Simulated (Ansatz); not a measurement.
# Element substitutions in LiF

Base system: LiF in the rock salt structure (space group Fm-3m, No. 225).

```
LiF
1.0
    0.00000     2.00387     2.00387
    2.00387     0.00000     2.00387
    2.00387     2.00387     0.00000
Li F
1 1
Direct
  0.00000   0.00000   0.00000
  0.50000   0.50000   0.50000
```

Each row replaces one element on all its sites; cell and atoms are relaxed.

Method: PBEsol (Ansatz, an electronic-structure program), no spin-orbit coupling.

```tsv
variant	band gap	lattice parameter a
base	9.05 eV	400.8 pm
Li → Be	zero	429.0 pm
Li → Na	6.20 eV	462.9 pm
Li → H	3.12 eV	343.9 pm
```

Whether these cells are dynamically stable was not tested. As relaxed here, BeF and HF are hypothetical phases, not in the database extracts checked. All final runs are without spin polarisation. An odd electron count without spin: BeF.
